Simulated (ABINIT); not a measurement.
BP:

```
P B
1.0
     0.00000    2.26900    2.26900
     2.26900    0.00000    2.26900
     2.26900    2.26900    0.00000
P B
1 1
Direct
  0.75000 0.75000 0.75000
  0.00000 0.00000 0.00000
```

Base run:

```yaml
Program: ABINIT 10.8.3 (patched build)
Functional: PBE
Potentials_or_basis: PseudoDojo NC SR PBE v0.4.1 standard
Cutoff: 1034 eV
k_mesh: 8 × 8 × 8
Occupations: fermi-dirac, width 0.05 eV
Spin: no spin polarisation
```

Its results: band gap on the k mesh 1.28 eV, indirect (least direct gap 3.41 eV); pressure 1.0 GPa.

Q: The run is repeated on the same cell with these changes: functional from PBE to PBEsol; potentials or basis from PseudoDojo NC SR PBE v0.4.1 standard to PseudoDojo NC SR PBEsol v0.4.1 standard; cutoff from 1034 eV to 925 eV. What comes out?

A: Band gap on the k mesh 1.17 eV, indirect (least direct gap 3.36 eV); pressure -2.0 GPa.

A k mesh can miss the band edges.
